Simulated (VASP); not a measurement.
# CO2 (P4_2/mnm) in VASP: a series of runs

One crystal, CO2, is run at these levels: r2SCAN; tasks: single point.

Everything below comes from runs of VASP 6.6.1. Logs are shortened: lines on timing, memory, paths and dates and some standing lists are left out, and cuts for length are marked.

### 1 The structure

Symmetry: P4_2/mnm, No. 136, tetragonal system. Conventional cell: a = 4.227 Å, b = 4.227 Å, c = 4.688 Å, α = 90.00°, β = 90.00°, γ = 90.00°. O (site symmetry m2m) has 1 C at 1.17 Å as nearest neighbours. C (site symmetry mmm) has 2 O at 1.17 Å as nearest neighbours.

The cell comes from a database or a generator and needn't be the stable form of this composition.

### 2 Single point, r2SCAN

The input, INCAR:

```
PREC = Accurate
ENCUT = 460
EDIFF = 1E-4
ISMEAR = 0
SIGMA = 0.05
LREAL = False
LASPH = True
NELM = 100
ALGO = Normal
ISIF = 2
LWAVE = False
LCHARG = False
METAGGA = R2SCAN
LMIXTAU = True
ADDGRID = False
```

The input, KPOINTS:

```
regular mesh
0
Gamma
  6 6 5
```

The input, POSCAR:

```
CO2
1.0
    4.2272127900      0.0000000000      0.0000000000
    0.0000000000      4.2272127900      0.0000000000
    0.0000000000      0.0000000000      4.6877715900
O C
4 2
Direct
    0.7998550000      0.8106260000     -0.0015650000
    0.2049920000      0.2030910000     -0.0012650000
    0.6721320000      0.3073690000      0.5000860000
    0.3101930000      0.6757250000      0.4907480000
   -0.0081430000      0.0098620000     -0.0042660000
    0.4753520000      0.5019460000      0.5043420000
```

Potentials or basis: VASP PAW PBE potentials, release 64 (O, C).

Command:

```sh
> cat potpaw_PBE.64/O/POTCAR potpaw_PBE.64/C/POTCAR > POTCAR
> mpirun -np 1 vasp_std > vasp.out
```

OUTCAR:

```text
PREC = Accurate
   ENCUT = 460
   EDIFF = 1E-4
   ISMEAR = 0
   LREAL = False
   LASPH = True
   NELM = 100
   ISIF = 2
   METAGGA = R2SCAN

 Found     92 irreducible k-points:

 Following reciprocal coordinates:
            Coordinates               Weight
  0.000000  0.000000  0.000000      1.000000
  0.166667  0.000000  0.000000      2.000000
  0.000000  0.166667  0.000000      2.000000
  0.333333  0.000000  0.000000      2.000000
  0.000000  0.333333  0.000000      2.000000
  0.500000  0.000000  0.000000      1.000000
   k-points           NKPTS =     92   k-points in BZ     NKDIM =     92   number of bands    NBANDS=     20
   number of dos      NEDOS =    301   number of ions     NIONS =      6
   total plane-waves  NPLWV =  32400
   dimension x,y,z NGX =    30 NGY =   30 NGZ =   36
   dimension x,y,z NGXF=    60 NGYF=   60 NGZF=   72
   ions per type =               4   2
   NGX,Y,Z   is equivalent  to a cutoff of  11.80, 11.80, 12.77 a.u.
   NGXF,Y,Z  is equivalent  to a cutoff of  23.60, 23.60, 25.53 a.u.
 SYSTEM =  unknown system
   PREC   = accura    normal or accurate (medium, high low for compatibility)
   ISTART =      0    job   : 0-new  1-cont  2-samecut
   ICHARG =      2    charge: 1-file 2-atom 10-const
   ISPIN  =      1    spin polarized calculation?
   LNONCOLLINEAR =      F non collinear calculations
   LSORBIT =      F    spin-orbit coupling
   LASPH  =      T    aspherical Exc in radial PAW
   ENCUT  =  460.0 eV  33.81 Ry    5.81 a.u.   7.39  7.39  8.20*2*pi/ulx,y,z
   NELM   =    100;   NELMIN=  2; NELMDL= -5     # of ELM steps
   EDIFF  = 0.1E-03   stopping-criterion for ELM
   LREAL  =      F    real-space projection
   EDIFFG = 0.1E-02   stopping-criterion for IOM
   NSW    =      0    number of steps for IOM
   IBRION =     -1    ionic relax: 0-MD 1-quasi-New 2-CG
   NFREE  =      0    steps in history (QN), initial steepest desc. (CG)
   ISIF   =      2    stress and relaxation
   ISYM   =      2    0-nonsym 1-usesym 2-fastsym
   POTIM  = 0.5000    time-step for ionic-motion
   TEBEG  =    0.0;   TEEND  =   0.0 temperature during run
   PSTRESS=    0.0 pullay stress
   NELECT =      32.0000    total number of electrons
   NUPDOWN=      -1.0000    fix difference up-down
   EMIN   =  10.00;   EMAX   =-10.00  energy-range for DOS
   EFERMI =   0.00;   METHOD = LEGACY
   ISMEAR =     0;   SIGMA  =   0.05  broadening in eV -4-tet -1-fermi 0-gaus
   EFERMI_NEDOS =   21; number of points for ismear=-14 and -15
   IALGO  =     38    algorithm
   IMIX   =      4    mixing-type and parameters
     AMIX     =   0.40;   BMIX     =  1.00
     AMIX_MAG =   1.60;   BMIX_MAG =  1.00
  volume/ion in A,a.u.               =      13.96        94.21
  Fermi-wavevector in a.u.,A,eV,Ry     =   1.187864  2.244737 19.198094  1.411020
  Thomas-Fermi vector in A             =   2.324006
   LORBIT       =      0    0 simple, 1 ext, 2 COOP (PROOUT), +10 PAW based schemes
   METAGGA = R2SCAN    functional components
   LHFCALC =     F    Hartree Fock is set to
   AEXX    =    0.0000 exact exchange contribution
   IVDW    =     0    specifies the selected vdW correction
   LEPSILON=     F    determine dielectric tensor
   LRPA    =     F    only Hartree local field effects (RPA)
 non-spin polarized calculation
 Gauss-broadening in eV      SIGMA  =   0.05
  energy-cutoff  :      460.00
  volume of cell :       83.77
 maximum number of plane-waves:      1905
 NGX is ok and might be reduce to    30
   NGX = 15   NGY = 15   NGZ = 17

 number of electron      31.9999991 magnetization

 Free energy of the ion-electron system (eV)
  ---------------------------------------------------
  ext. energy  EPLUGINS =         0.00000000
  ---------------------------------------------------
  free energy    TOTEN  =       -49.67463309 eV

  energy without entropy =      -49.67463309  energy(sigma->0) =      -49.67463309

 E-fermi :  -3.2201     XC(G=0):  -8.5217

 val. band max:       -3.4799718453   @ k =   0.5000   0.5000   0.4000
 cond. band min:       3.5471401679   @ k =   0.0000   0.0000   0.0000
 fundamental gap:      7.0271120131
 Fermi energy:        -3.2200522544

 k-point     1 :       0.0000    0.0000    0.0000
  band No.  band energies     occupation
      1     -27.6933      2.00000
      2     -25.3630      2.00000
      3     -24.1498      2.00000
      4     -23.8858      2.00000
      5      -9.5742      2.00000
      6      -9.2346      2.00000
[... 12 lines left out ...]
     19       4.5862      0.00000
     20       6.4840      0.00000

 k-point     2 :       0.1667    0.0000    0.0000
  band No.  band energies     occupation
      1     -27.6900      2.00000
      2     -25.3536      2.00000
      3     -24.1520      2.00000
      4     -23.8946      2.00000
      5      -9.5580      2.00000
      6      -9.1856      2.00000
[... 12 lines left out ...]
     19       4.6408      0.00000
     20       6.5217      0.00000

 k-point     3 :       0.0000    0.1667    0.0000
  band No.  band energies     occupation
      1     -27.6900      2.00000
      2     -25.3540      2.00000
      3     -24.1563      2.00000
      4     -23.8895      2.00000
      5      -9.5608      2.00000
      6      -9.1843      2.00000
[... 12 lines left out ...]
     19       4.6380      0.00000
     20       6.5038      0.00000

 k-point     4 :       0.3333    0.0000    0.0000
  band No.  band energies     occupation
      1     -27.6842      2.00000
      2     -25.3347      2.00000
      3     -24.1577      2.00000
      4     -23.9129      2.00000
      5      -9.5477      2.00000
      6      -9.1113      2.00000
[... 12 lines left out ...]
     19       5.0223      0.00000
     20       6.5921      0.00000

 k-point     5 :       0.0000    0.3333    0.0000
  band No.  band energies     occupation
      1     -27.6840      2.00000
      2     -25.3363      2.00000
      3     -24.1706      2.00000
      4     -23.8976      2.00000
      5      -9.5589      2.00000
      6      -9.1090      2.00000
[... 12 lines left out ...]
     19       5.0426      0.00000
     20       6.5442      0.00000

 k-point     6 :       0.5000    0.0000    0.0000
  band No.  band energies     occupation
      1     -27.6813      2.00000
      2     -25.3251      2.00000
      3     -24.1611      2.00000
      4     -23.9221      2.00000
      5      -9.5545      2.00000
      6      -9.0795      2.00000
[... 12 lines left out ...]
     19       5.8980      0.00000
     20       6.4131      0.00000

 [... further k-points ...]
[... 5 lines left out ...]
  --------------------------------------------------------------------------------------
  -------------------------------------------------------------------------------------
  Total       10.0449483     11.8040979     -0.3526879    -16.8848719     -1.2045876      1.0941399
  in kB      192.1248869    225.7712942     -6.7456924   -322.9488105    -23.0395667     20.9270876
  external PRESSURE =     137.0501629 kB  Pullay stress =       0.0000000 kB

 VOLUME and BASIS-vectors are now :
 -----------------------------------------------------------------------------
  energy-cutoff  :      460.00
  volume of cell :       83.77
      direct lattice vectors                 reciprocal lattice vectors
     4.227212790  0.000000000  0.000000000     0.236562494  0.000000000  0.000000000
     0.000000000  4.227212790  0.000000000     0.000000000  0.236562494  0.000000000
     0.000000000  0.000000000  4.687771590     0.000000000  0.000000000  0.213320974

 POSITION                                       TOTAL-FORCE (eV/Angst)
 -----------------------------------------------------------------------------------
      3.38116      3.42669      4.68044         0.332705      0.587219     -0.085413
      0.86654      0.85851      4.68184        -3.189468     -2.583399     -0.125355
      2.84124      1.29931      2.34429         0.834703     -0.952921      0.348353
      1.31125      2.85643      2.30051       -18.246927     18.956244     -1.194889
      4.19279      0.04169      4.66777         2.758051      2.026240      0.202277
      2.00941      2.12183      2.36424        17.510936    -18.033382      0.855027
 -----------------------------------------------------------------------------------
    total drift:                               -0.001076      0.001157     -0.000517

  FREE ENERGIE OF THE ION-ELECTRON SYSTEM (eV)
  ---------------------------------------------------
  free  energy   TOTEN  =       -49.6746330856 eV

  energy  without entropy=      -49.6746330856  energy(sigma->0) =      -49.67463309
```

Wall time 3.4 min (1 thread of Intel Xeon 6975P-C (Granite Rapids), shared host); peak memory 0.24 GiB.

The run converged, but some of its settings lie outside the range that counts as converged, so its numbers aren't taken as properties of the crystal.

What came out:

```yaml
Free_energy: -49.6746 eV
Pressure: 13.7 GPa
Largest_force: 26.339 eV/Å
Band_gap_on_the_k_mesh: 7.03 eV, indirect (least direct gap 7.43 eV)
```

Caveat: the cutoff is under 1.25 times the usual one of these potentials, so pressure, stress and relaxed cells hold a basis-set (Pulay) error; the standard files for N, O and F lose accuracy on very short bonds; the PAW data sets were made with another functional, which shifts forces and pressure a little; an odd mesh through Γ misses points on the zone boundary, where band edges often lie.

### 3 Single point, r2SCAN

INCAR, as its differences from that of step 2:

```diff
@@ -2,3 +2,3 @@
 ENCUT = 460
-EDIFF = 1E-4
+EDIFF = 1E-5
 ISMEAR = 0
```

KPOINTS is that of step 2.

The input, POSCAR:

```
CO2
1.0
    4.2272127900      0.0000000000      0.0000000000
    0.0000000000      4.2272127900      0.0000000000
    0.0000000000      0.0000000000      4.6877715900
O C
4 2
Direct
    0.8048268600      0.8048268600      0.0000000000
    0.1951731400      0.1951731400      0.0000000000
    0.6951731400      0.3048268600      0.5000000000
    0.3048268600      0.6951731400      0.5000000000
    0.0000000000      0.0000000000      0.0000000000
    0.5000000000      0.5000000000      0.5000000000
```

Potentials or basis: VASP PAW PBE potentials, release 64 (O, C).

Command:

```sh
> cat potpaw_PBE.64/O/POTCAR potpaw_PBE.64/C/POTCAR > POTCAR
> mpirun -np 1 vasp_std > vasp.out
```

Wall time 85 s (1 thread of Intel Xeon 6975P-C (Granite Rapids), shared host); peak memory 0.19 GiB.

The run converged, but some of its settings lie outside the range that counts as converged, so its numbers aren't taken as properties of the crystal.

Results:

- Free energy: -51.4849 eV
- Pressure: -0.4 GPa
- Largest force: 0.059 eV/Å
- Band gap on the k mesh: 7.16 eV, indirect (least direct gap 7.64 eV)

Caveat: the cutoff is under 1.25 times the usual one of these potentials, so pressure, stress and relaxed cells hold a basis-set (Pulay) error; the standard files for N, O and F lose accuracy on very short bonds; the PAW data sets were made with another functional, which shifts forces and pressure a little; an odd mesh through Γ misses points on the zone boundary, where band edges often lie.

### 4 Single point, r2SCAN

INCAR is that of step 3.

KPOINTS is that of step 3.

The input, POSCAR:

```
CO2
1.0
    4.2272127900      0.0000000000      0.0000000000
    0.0000000000      4.2272127900      0.0000000000
    0.0000000000      0.0000000000      4.6877715900
O C
4 2
Direct
    0.7998550000      0.8106260000     -0.0015650000
    0.2049920000      0.2030910000     -0.0012650000
    0.6721320000      0.3073690000      0.5000860000
    0.3101930000      0.6757250000      0.4907480000
   -0.0081430000      0.0098620000     -0.0042660000
    0.4753520000      0.5019460000      0.5043420000
```

Command:

```sh
> cat potpaw_PBE.64/O/POTCAR potpaw_PBE.64/C/POTCAR > POTCAR
> mpirun -np 1 vasp_std > vasp.out
```

It took 4.1 min on 1 thread of Intel Xeon 6975P-C (Granite Rapids), shared host; peak memory 0.24 GiB.

These settings aren't checked as converged: the numbers below hold their error.

What came out:

| Property | Result |
| --- | --- |
| Free energy | -49.6747 eV |
| Pressure | 13.6 GPa |
| Largest force | 26.348 eV/Å |
| Band gap on the k mesh | 7.03 eV, indirect (least direct gap 7.43 eV) |

Caveat: the cutoff is under 1.25 times the usual one of these potentials, so pressure, stress and relaxed cells hold a basis-set (Pulay) error; the standard files for N, O and F lose accuracy on very short bonds; the PAW data sets were made with another functional, which shifts forces and pressure a little; an odd mesh through Γ misses points on the zone boundary, where band edges often lie.

### 5 Single point, r2SCAN

INCAR, as its differences from that of step 4:

```diff
@@ -2,3 +2,3 @@
 ENCUT = 460
-EDIFF = 1E-5
+EDIFF = 1E-6
 ISMEAR = 0
@@ -14,2 +14,2 @@
 LMIXTAU = True
-ADDGRID = False
+ADDGRID = True
```

KPOINTS is that of step 4.

The input, POSCAR:

```
CO2
1.0
    4.2272127900      0.0000000000      0.0000000000
    0.0000000000      4.2272127900      0.0000000000
    0.0000000000      0.0000000000      4.6877715900
O C
4 2
Direct
    0.8048268600      0.8048268600      0.0000000000
    0.1951731400      0.1951731400      0.0000000000
    0.6951731400      0.3048268600      0.5000000000
    0.3048268600      0.6951731400      0.5000000000
    0.0000000000      0.0000000000      0.0000000000
    0.5000000000      0.5000000000      0.5000000000
```

Potentials or basis: VASP PAW PBE potentials, release 64 (O, C).

Command:

```sh
> cat potpaw_PBE.64/O/POTCAR potpaw_PBE.64/C/POTCAR > POTCAR
> mpirun -np 1 vasp_std > vasp.out
```

OUTCAR:

```text
PREC = Accurate
   ENCUT = 460
   EDIFF = 1E-6
   ISMEAR = 0
   LREAL = False
   LASPH = True
   NELM = 100
   ISIF = 2
   METAGGA = R2SCAN

 Found     30 irreducible k-points:

 Following reciprocal coordinates:
            Coordinates               Weight
  0.000000  0.000000  0.000000      1.000000
  0.166667  0.000000  0.000000      4.000000
  0.333333  0.000000  0.000000      4.000000
  0.500000  0.000000  0.000000      2.000000
  0.166667  0.166667  0.000000      4.000000
[... 221 lines left out ...]
  -------------------------------------------------------------------------------------
  Total       -0.1380152     -0.1380152     -0.4130199      0.0000000      0.0000000      0.0000000
  in kB       -2.6397508     -2.6397508     -7.8996331      0.0000000      0.0000000      0.0000000
  external PRESSURE =      -4.3930449 kB  Pullay stress =       0.0000000 kB

 VOLUME and BASIS-vectors are now :
 -----------------------------------------------------------------------------
  energy-cutoff  :      460.00
  volume of cell :       83.77
      direct lattice vectors                 reciprocal lattice vectors
     4.227212790  0.000000000  0.000000000     0.236562494  0.000000000  0.000000000
     0.000000000  4.227212790  0.000000000     0.000000000  0.236562494  0.000000000
     0.000000000  0.000000000  4.687771590     0.000000000  0.000000000  0.213320974

 POSITION                                       TOTAL-FORCE (eV/Angst)
 -----------------------------------------------------------------------------------
      3.40217      3.40217      0.00000        -0.040178     -0.040178      0.000000
      0.82504      0.82504      0.00000         0.040178      0.040178     -0.000000
      2.93864      1.28857      2.34389         0.040178     -0.040178      0.000000
      1.28857      2.93864      2.34389        -0.040178      0.040178     -0.000000
      0.00000      0.00000      0.00000         0.000000      0.000000      0.000000
      2.11361      2.11361      2.34389         0.000000      0.000000      0.000000
 -----------------------------------------------------------------------------------
    total drift:                                0.000000      0.000000      0.000000

  FREE ENERGIE OF THE ION-ELECTRON SYSTEM (eV)
  ---------------------------------------------------
  free  energy   TOTEN  =       -51.4849196152 eV

  energy  without entropy=      -51.4849196152  energy(sigma->0) =      -51.48491962
```

stdout:

```text
POSCAR found type information on POSCAR O C
 POSCAR found :  2 types and       6 ions
 scaLAPACK will be used
 -----------------------------------------------------------------------------
|                                                                             |
|                                                                             |
|     You enforced a specific xc type in the INCAR file but a different       |
|     I HOPE YOU KNOW WHAT YOU ARE DOING!                                     |
|                                                                             |
 -----------------------------------------------------------------------------

 LDA part: xc-table for (None), standard interpolation
 POSCAR, INCAR and KPOINTS ok, starting setup
 FFT: planning ... GRIDC
 FFT: planning ... GRID_SOFT
 FFT: planning ... GRID
 WAVECAR not read
 entering main loop
```

Wall time 89 s (1 thread of Intel Xeon 6975P-C (Granite Rapids), shared host); peak memory 0.23 GiB.

The run converged, but some of its settings lie outside the range that counts as converged, so its numbers aren't taken as properties of the crystal.

Results:

```
Free energy            : -51.4849 eV
Pressure               : -0.4 GPa
Largest force          : 0.057 eV/Å
Band gap on the k mesh : 7.16 eV, indirect (least direct gap 7.64 eV)
```

Caveat: the cutoff is under 1.25 times the usual one of these potentials, so pressure, stress and relaxed cells hold a basis-set (Pulay) error; the standard files for N, O and F lose accuracy on very short bonds; the PAW data sets were made with another functional, which shifts forces and pressure a little; an odd mesh through Γ misses points on the zone boundary, where band edges often lie.
